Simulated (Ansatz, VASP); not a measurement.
**Two plane-wave programs on AlN**

Contents of INCAR:

```
SYSTEM = AlN
PREC = Accurate
ENCUT = 520
EDIFF = 1E-7
ISMEAR = -1
SIGMA = 0.02
LREAL = .FALSE.
LASPH = .TRUE.
NELM = 60
ALGO = Normal
ISIF = 2
LWAVE = .FALSE.
LCHARG = .FALSE.
GGA = PE
NBANDS = 11
```

The input KPOINTS:

```
regular mesh
0
G
  10 10 10
  0 0 0
```

The input POSCAR:

```
AlN
1.0
    0.0000000000      2.0390571367      2.0037993240
    2.0390571367      0.0000000000      2.0037993240
    2.0390571367      2.0390571367      0.0000000000
Al N
1 1
Direct
    0.0000000000      0.0000000000      0.0000000000
    0.5000000000      0.5000000000      0.5000000000
```

Input for Ansatz:

```yaml
crystal:
  lattice:
    - [0.0, 2.0390571367, 2.003799324]
    - [2.0390571367, 0.0, 2.003799324]
    - [2.0390571367, 2.0390571367, 0.0]
  atoms:
    - { symbol: Al, position: [0.0, 0.0, 0.0] }
    - { symbol: "N", position: [0.5, 0.5, 0.5] }
kpoints:
  mp_grid: { grid: [10, 10, 10] }
  band_path:
    path:
      - [0.0, 0.0, 0.0]
      - [0.5, 0.0, 0.5]
      - [0.625, 0.25, 0.625]
      - [0.375, 0.375, 0.75]
      - [0.5, 0.5, 0.5]
      - [0.5, 0.25, 0.75]
      - [0.5, 0.5, 0.0]
    npoints: 1
hamiltonian:
  xc: pbe
scf:
  occupations: { method: fermi_dirac, width: 0.02 }
  n_extra_bands: 4
output:
  forces: true
  stress: true
  eigenvalues: true
```

Change from the starting cell: epitaxial_xy strain +1.0%.

Alike in both runs: task single point; functional PBE; k mesh 10 × 10 × 10; occupations fermi-dirac, width 0.02 eV; no spin polarisation.

|  | VASP | Ansatz |
| --- | --- | --- |
| version | VASP 6.6.1 | Ansatz 0.2.0 |
| potentials or method | VASP PAW PBE potentials, release 64 (Al, N) | plane waves, PAW |
| plane-wave cutoff (eV) | 520 | 420 |
| valence electrons in the cell | 8 | 8 |

```csv
,VASP,Ansatz,Ansatz less VASP
gap on the k mesh at the Fermi level (eV),4.38,4.41,+0.024
pressure (GPa),2.9,3.2,+0.28
largest component of the traceless stress (GPa),3.28,3.30,+0.016
```

A k mesh can miss the band edges.
